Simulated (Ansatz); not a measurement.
Set up this calculation in Ansatz 0.2.0, as the native input.

| Quantity | Value |
| --- | --- |
| Task | single point |
| Functional | PBE |
| Potentials or basis | Ansatz PAW |
| Cutoff | 420 eV (not typed: the program's choice for these potentials) |
| k mesh | 12 × 12 × 12 |
| Occupations | fermi-dirac, width 0.05 eV |
| Spin | no spin polarisation |

Crystal: Mo.

```
Mo
1.0
    -1.56797    1.56797    1.58381
     1.56797   -1.56797    1.58381
     1.56797    1.56797   -1.58381
Mo
1
Direct
  0.00000 0.00000 0.00000
```

The cell isn't the ideal one: strained by -1 %.

One way to write it, as run:

input.yaml

```yaml
crystal:
  lattice:
    - [-1.5679708822, 1.5679708822, 1.5838089719]
    - [1.5679708822, -1.5679708822, 1.5838089719]
    - [1.5679708822, 1.5679708822, -1.5838089719]
  atoms:
    - { symbol: Mo, position: [0.0, 0.0, 0.0] }
hamiltonian:
  xc: pbe
  pseudopotentials: { kind: paw }
kpoints:
  mp_grid: { grid: [12, 12, 12] }
scf:
  occupations: { method: fermi_dirac, width: 0.05 }
output:
  forces: true
  stress: true
  eigenvalues: true
```

Potentials or basis: Ansatz PAW.

Launch:

```sh
$ ansatz run input.yaml --threads 2 --pin off --max-ram 5632MiB --backend cpu --events-out ev --progress --plain --runs-dir out
```

Results of the run:

* Pressure: 3.5 GPa
* Band gap on the k mesh: none (metal or under the smearing width)

Run time: 0.81 s on 2 threads of Arm Neoverse V2, on a shared host, peak memory 0.28 GiB.
